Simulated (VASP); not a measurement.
Wanted: the native input for a VASP 6.6.1 run.

| Item | Value |
| --- | --- |
| Task | relaxation of cell and atoms |
| Functional | PBEsol |
| Potentials or basis | VASP PAW PBE potentials, release 64 (Ti_sv, Se) |
| Cutoff | 600 eV |
| k mesh | 12 × 12 × 6 |
| Occupations | methfessel-paxton, width 0.1 eV |
| Spin | no spin polarisation |
| Further INCAR settings | ALGO = Normal; EDIFF = 1e-06; IBRION = 2; EDIFFG = -0.01; NSW = 90; ISIF = 3 |

The structure of TiSe2 lies in POSCAR:

```
TiSe2
1.0
    3.5360000000      0.0000000000      0.0000000000
   -1.7680000000      3.0622658278      0.0000000000
    0.0000000000      0.0000000000      6.0040000000
Ti Se
1 2
Direct
    0.0000000000      0.0000000000      0.0000000000
    0.3333333333      0.6666666667      0.2552000000
    0.6666666667      0.3333333333      0.7448000000
```

The input as run:

INCAR

```
PREC = Accurate
ENCUT = 600
EDIFF = 1E-6
ISMEAR = 1
SIGMA = 0.1
LREAL = False
LASPH = True
NELM = 80
ALGO = Normal
ISIF = 3
LWAVE = False
LCHARG = False
GGA = PS
IBRION = 2
NSW = 90
EDIFFG = -0.01
```

KPOINTS

```
Automatic mesh
0
Gamma
  12 12 6
```

Potentials or basis: VASP PAW PBE potentials, release 64 (Ti_sv, Se).

Launch:

```sh
$ cat potpaw_PBE.64/Ti_sv/POTCAR potpaw_PBE.64/Se/POTCAR > POTCAR
$ mpirun -np 1 vasp_std > vasp.out
```

Results of the run:

```
Relaxed volume                         : 20.68 Å³/atom
Relaxed cell                           : a = 3.474 Å, b = 3.474 Å, c = 5.935 Å, α = 90.00°, β = 90.00°, γ = 120.00°
Space group after relaxing (to 0.05 Å) : P-3m1 (No. 164)
Energy gained by relaxing              : 6.1 meV/atom
Ionic steps                            : 12
Pressure after relaxing                : 0.0 GPa
Largest force after relaxing           : 0.005 eV/Å
Band gap on the k mesh                 : none (metal or under the smearing width)
```

Caveat: the PAW data sets were made with another functional, which shifts forces and pressure a little; this functional lacks dispersion, which binds the layers, so the pressure and a relaxed spacing across them are unreliable.

Wall time 9 min on 1 thread of Intel(R) Xeon(R) Platinum 8488C (Sapphire Rapids) (shared host), peak memory 0.29 GiB.
